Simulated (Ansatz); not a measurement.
**CuO under changes of volume**

One of the cells (10.163 Å³/atom); the others are scaled copies at fixed shape and fractional positions:

```
Cu O
1.0
     2.34465   -1.71340    0.00000
     2.34465    1.71340    0.00000
    -0.86055    0.00000    5.05944
Cu O
2 2
Direct
  0.00320 0.49680 0.00000
  0.49680 0.00320 0.50000
  0.57140 0.40560 0.25370
  0.40560 0.57140 0.75370
```

```yaml
Program: Ansatz 0.2.0
Functional: PBE
Potentials_or_basis: Ansatz PAW
Cutoff: "420 eV (not typed: the program's choice for these potentials)"
k_mesh: 10 × 10 × 5
Occupations: fermi-dirac, width 0.05 eV
Spin: no spin polarisation
```

```csv
volume (Å³/atom),energy over the lowest point (meV/atom),pressure (GPa),largest force (eV/Å)
9.553,51.05,19.0,0.960
9.756,30.14,14.1,0.888
9.959,15.20,9.7,0.821
10.163,5.54,5.7,0.759
10.366,?,?,?
10.569,0.00,-1.0,0.714
10.772,3.14,-3.9,0.710
```

Task: What does the run at 10.366 Å³/atom give?

Result: Energy over the lowest point 0.64 meV/atom; pressure 2.2 GPa; largest force 0.724 eV/Å.

Worked out: A Birch-Murnaghan fit of order 3 (a polynomial in V^(-2/3)) to the other rows has its minimum at 10.50 Å³/atom with B0 = V·E''(V) = 160 GPa and B' = 4.9 at fixed shape and positions, which overstates the stiffness. It gives 0.66 meV/atom at 10.366 Å³/atom, against the run's 0.64, and -dE/dV = 2.1 GPa, against 2.2.

Energies are extrapolated to zero smearing.

Caveats: the run has no spin polarisation, though such a crystal can be magnetic.
